Band gap of cubic SiC (fixed geometry, static lattice) computed in VASP with GGA, meta-GGA and hybrid functionals and Hartree–Fock (HF), using the recommended PBE PAW potentials, a plane-wave cutoff of 520 eV and a smearing of 0.05 eV. Gaps are read along a band path, and the last column is relative to the measured gap of 2.4 eV.

```csv
method,rung,k mesh,gap (eV),computed less measured (eV)
AM05,GGA,10x10x10 2-atom cell,1.234,-1.166
BLYP,GGA,10x10x10 2-atom cell,1.704,-0.696
PW91,GGA,10x10x10 2-atom cell,1.394,-1.006
RPBE,GGA,10x10x10 2-atom cell,1.365,-1.035
revPBE,GGA,10x10x10 2-atom cell,1.359,-1.041
TPSS,meta-GGA,10x10x10 2-atom cell,1.309,-1.091
HF,hybrid,5x5x5 2-atom cell,8.791,6.391
HSE03,hybrid,5x5x5 2-atom cell,2.029,-0.371
HSE06,hybrid,5x5x5 2-atom cell,2.253,-0.147
HSEsol,hybrid,5x5x5 2-atom cell,2.186,-0.214
PBEsol0,hybrid,5x5x5 2-atom cell,2.897,0.497
TPSSh,hybrid,5x5x5 2-atom cell,1.942,-0.458
```

The gap of cubic silicon carbide follows mainly from how much exact exchange a method contains and how far that exchange reaches. With none of it, the computed gap is about 1 eV too small. A quarter of exact exchange with a limited range recovers most of that, and the same quarter with unlimited range adds another 0.7 eV. Full exact exchange overshoots by more than 6 eV.

### The GGA rows and TPSS

The first six rows fall short by 0.7 to 1.2 eV, which is roughly 30 to 50 % of the measured gap. Apart from BLYP they agree with one another to within 0.16 eV. Changing from one of these functionals to another therefore moves the gap by far less than the error they share. Differences as small as that between RPBE and revPBE are no ground for a choice.

The shared error has a well-known cause. A GGA builds its potential from the density and its gradient at each point, and this one potential acts on filled and empty states alike. The gap of a real crystal compares removing an electron with adding one, and in the exact theory it equals the gap between the levels plus a jump in the potential between these two cases. A GGA has no such jump, so the gap between its levels falls short of the real one.

TPSS also uses the local kinetic energy density, which makes it a richer functional. Its gap nevertheless lies inside the range of the ordinary GGAs. The added ingredient is no bar to a wider gap, and some other meta-GGAs use it to obtain one, but the form chosen in TPSS does not do so here. For this gap, the step from GGA to TPSS brings no gain.

BLYP comes closest to the measurement among these six rows, but this should not be taken as a cure. Its gap exceeds that of PW91 by 0.31 eV, while the lowest empty level at the zone centre Γ rises by only 0.17 eV relative to the valence top. The functional thus changes the shape of the conduction band as well as its height. Whether this comes from BLYP itself or from its use with potentials made for PBE is untested. The same potentials serve every row, so this doubt also touches the others, notably TPSS and HF.

### HF: exchange at full strength

The HF row shows the opposite failure, with a gap of 8.8 eV against a measured 2.4 eV. The table places it among the hybrids, but it contains exact exchange alone, without correlation. In a real crystal the other electrons shift when one electron is added or removed. They polarise around the new charge, which makes both processes cheaper and narrows the gap.

HF leaves this response out, so its exchange acts as if no other electron could screen it. A hybrid imitates the response by using only a fraction of the exact exchange. A screened hybrid also switches that fraction off at long distance. The remaining rows differ mainly in these two choices.

### From HSE03 to PBEsol0: the range of exchange

HSE03, HSE06, HSEsol and PBEsol0 all contain a quarter of exact exchange. They differ in the screening parameter $\omega$, which sets how soon the exact exchange is cut off: a larger $\omega$ means a shorter range. It is 0.3 Å⁻¹ in HSE03, 0.2 Å⁻¹ in HSE06 and HSEsol, and zero in PBEsol0. The gap grows as $\omega$ falls, with HSE06 and HSEsol differing slightly because they start from different GGAs.

Why the distant part of exchange matters can be seen from a limiting case. Suppose the interaction between electrons had the same value $v_0$ at every distance. Exchange would then lower each filled state by $v_0$, because such a state overlaps fully with itself. An empty state is orthogonal to all filled ones and would not be lowered at all, so the gap would open by $v_0$.

Screening removes the slowly varying part of the interaction, $e^2\,\mathrm{erf}(\omega r)/r$, where $r$ is the distance between two electrons. Near $r=0$ this part equals $2e^2\omega/\sqrt{\pi}$, its largest value. The GGA exchange that takes its place is assumed to shift filled and empty states equally, and the orbitals are held fixed. With an exchange fraction $a=0.25$ and $e^2=14.4$ eV Å, the loss of gap in going from $\omega=0$ to 0.2 Å⁻¹ is then at most

$$
a\,\frac{2e^2\omega}{\sqrt{\pi}}=0.25\times\frac{2\times14.4\times0.2}{1.77}\approx0.81\ \text{eV}.
$$

The table gives 0.71 eV between PBEsol0 and HSEsol, which share the same parent GGA. An estimate made from the electron charge, the exchange fraction and the screening parameter is thus already close. A likely reason why it is somewhat too large is that exchange acts over a finite distance, across which the removed interaction has begun to weaken.

That weakening can be included by spreading the exchange over distances with a Gaussian weight $\exp(-r^2/s^2)$. The loss of gap becomes

$$
\Delta(\omega)=a\,\frac{2e^2}{\sqrt{\pi}}\,\frac{\omega}{\sqrt{1+\omega^2s^2}}.
$$

The length $s$ was set so that the formula reproduces the difference between PBEsol0 and HSEsol, which gives about 2.8 Å. It is an effective length for the gap of this crystal and should not be read as the measured size of anything.

HSE03 and HSE06 took no part in setting $s$, so they offer a test. For $\omega=0.3$ Å⁻¹ the formula gives a loss of 0.94 eV, and the step between the two functionals should be $0.94-0.71=0.23$ eV. The table has 0.22 eV. A loss simply proportional to $\omega$ would have given 0.36 eV, so the loss must level off as $\omega$ grows, which a finite reach of exchange can account for.

The same length gives a less exact account of the step from a GGA to a screened hybrid. When $\omega$ is very large, no exact exchange is left, so the loss of 1.47 eV that the formula then gives is the whole effect of an unscreened quarter. Screening at 0.2 Å⁻¹ takes away 0.71 eV of it. From PW91, a close relative of the GGA inside HSE06, the gap should therefore rise by 0.76 eV, while the table shows 0.86 eV. An error of 0.1 eV is reasonable for a picture that ignores how the orbitals readjust and treats GGA exchange as neutral. The k mesh also differs between these two rows. The formula accounts for the rough size of the steps, but it does not replace a calculation of the gap.

### TPSSh: the amount of exchange

TPSSh replaces 10 % of the exchange in TPSS with exact exchange, without screening. This raises the gap by 0.63 eV, which corresponds to 6.3 eV for full exchange. The formula, with its length taken from other rows, gives 5.9 eV. The k mesh also changes between TPSS and TPSSh, and its share in the rise is untested.

A useful rule for this crystal is therefore about 0.06 eV of gap for each percent of unscreened exact exchange. The rule rests on a step to a small fraction and need not hold far beyond it. Continued to 100 %, the line from TPSS through TPSSh reaches only 7.6 eV, more than 1 eV below HF. Part of that difference may come from correlation, which this line keeps and HF lacks. TPSSh itself remains nearly 0.5 eV below the measurement, because a tenth of exact exchange is too little here even with unlimited range.

### Where the gap is read

The hybrids and HF were run on a 5x5x5 mesh, and this setting can reverse the verdict on a functional. The lowest conduction level of cubic SiC lies at X, on the boundary of the Brillouin zone. An odd mesh centred on Γ has no point there. The gaps in the table avoid the problem because they were read along a path that passes through X.

Read on the mesh, the hybrid gaps would be 0.50 eV larger. TPSSh would then seem to agree with the measurement to 0.04 eV, and HSE06 would seem to overshoot by 0.36 eV. Both impressions would be false. This error of reading is more than twice the step from HSE03 to HSE06, so the position of the band edge must be checked before functionals are compared.

Reading the gap on a path does not refine the exchange itself, which was still computed on the coarse mesh. In the HF, PBEsol0 and TPSSh runs the unscreened interaction is also cut off at a distance set by that mesh. How much the hybrid gaps would move on a finer mesh or with a higher plane-wave cutoff is untested. The length $s$, fitted to PBEsol0 and HSEsol, carries the same doubt. Differences of a few hundredths of an eV between hybrids should therefore not guide a choice.

### Choosing a level

HSE06 lies closest to the measured gap, 0.15 eV below it. The measurement, however, includes temperature and the zero-point motion of the atoms, both of which the runs leave out. The zero-point part alone lowers this gap by very roughly 0.1 to 0.2 eV, a recalled size. Against a crystal with its atoms at rest, HSE06 would be about 0.3 eV too low and PBEsol0 about 0.35 eV too high. The two then miss by similar amounts on opposite sides, and the apparent lead of HSE06 owes much to the motion left out.

What such errors mean depends on the purpose. The number of electrons excited by heat across the gap $E_g$ varies as $\exp(-E_g/2k_BT)$, and $2k_BT$ is about 0.05 eV at room temperature. A gap that is 1 eV too small inflates this number by $e^{20}$, or several hundred million. An error of 0.15 eV still gives $e^{3}$, a factor of about 20.

A GGA is therefore enough to establish that SiC has a gap and that the gap is indirect, but not to predict thermal carriers or the onset of light absorption. For a gap good to a few tenths of an eV, a hybrid with a quarter of exact exchange is the sensible level. In this crystal HSE06 and HSEsol fall on the low side and PBEsol0 on the high side, so together they bracket the answer. HSE03, with its shorter range of exchange, falls further short. An accuracy of 0.1 eV is more than any of them can promise. It calls for the motion of the atoms, a tested exchange mesh and a method that computes the screening, such as GW, instead of fixing it in advance. Choosing another functional because it happens to match 2.4 eV would only hide these effects.

The price of a hybrid lies in the exchange between pairs of states. The work of a GGA grows with the number of k points, while that of exact exchange grows with the number of pairs of k points. Going from 5x5x5 to 10x10x10 means 8 times as many points but 64 times as many pairs, before symmetry is used. The exchange fraction hardly affects this work, so TPSSh saves little over a hybrid with a quarter of exact exchange. It is thus economical to compute the exchange on a mesh that has been tested for the purpose and to find the band edges on a path.
